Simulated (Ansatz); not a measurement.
This Al structure is the end of a relaxation. The cell was found from a structure generator's guess, not taken from experiment.

Level of theory: Ansatz, DFT PBE, scalar-relativistic, plane waves, PAW. Cutoff 420 eV, Γ-centred mesh, Gaussian smearing, no spin polarisation.

```xyz
2
Lattice="2.8510 0.0000 0.0000 -1.4255 2.4690 0.0000 0.0000 0.0000 4.7294" Properties=species:S:1:pos:R:3 pbc="T T T"
Al    1.4255    0.8230    3.5470
Al    0.0000    1.6460    1.1823
```

Energies count from the standard state of Al at the same level.

(1) What space group does it have?

(2) How far does it lie from the standard state of Al?

(3) Is it a metal?

## Answers

(1) P6_3/mmc (No. 194), the hcp type. Conventional cell: a = 2.851 Å, c = 4.729 Å. Al has 12 Al at 2.85–2.88 Å.

(2) +0.03 eV/atom. It lies above the standard state, so it could only be metastable.

(3) Yes, bands cross the Fermi level on the 22×22×12 mesh.

The last run used a 22×22×12 mesh (in the run's order of axes) for its 2-atom cell and Gaussian smearing of 0.10 eV. For metals, differences of a few meV/atom aren't resolved. This cell was reached by moving the atoms of another relaxed cell at random and relaxing again, last within the group found; it had no such test of its own. Another cell of Al relaxed alike, in Fm-3m, lies 33 meV/atom lower, so this cell isn't the stable form at this level.
